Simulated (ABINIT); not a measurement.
AlN, 2 atoms in the cell. The structure is cubic, space group F-43m (No. 216). Conventional cell: a = 4.333 Å, b = 4.333 Å, c = 4.333 Å, α = 90.00°, β = 90.00°, γ = 90.00°. Al (site symmetry -43m) has 4 N at 1.88 Å as nearest neighbours. N (site symmetry -43m) has 4 Al at 1.88 Å as nearest neighbours. Measurements of this composition are mostly on another form, of space group No. 186. The cell isn't the ideal one: cell relaxed at zero pressure by an earlier run.

* Program: ABINIT 10.8.3 (patched build)
* Task: RPA correlation energy
* Functional: LDA
* Potentials or basis: PseudoDojo NC SR LDA v0.4.1 standard
* Cutoff: 1143 eV
* k mesh: 6 × 6 × 6
* Occupations: fixed
* Spin: no spin polarisation
* Cutoff smearing ecutsm (Ha): 0.5
* Cutoff of the screening (Ha): 15.6
* Bands in the sums: 160
* Wave-function cutoff in the screening (Ha): 31.2
* Imaginary frequencies: 8
* Cutoffs of the response (Ha): [9.4, 12.5, 15.6]

Potentials or basis: PseudoDojo NC SR LDA v0.4.1 standard.

The run is started by

```sh
$ abinit run.abi > log 2>&1
```

Hardware: 1 thread of Arm Neoverse V2, with other jobs on the host.

Problem. How long does it take, and how much memory?

Solution. Wall time 34 min on 1 thread of Arm Neoverse V2 (shared host), peak memory 0.77 GiB. Counts: scf iterations 10, mpi ranks 1, k points 16, bands 176, plane waves 1820.
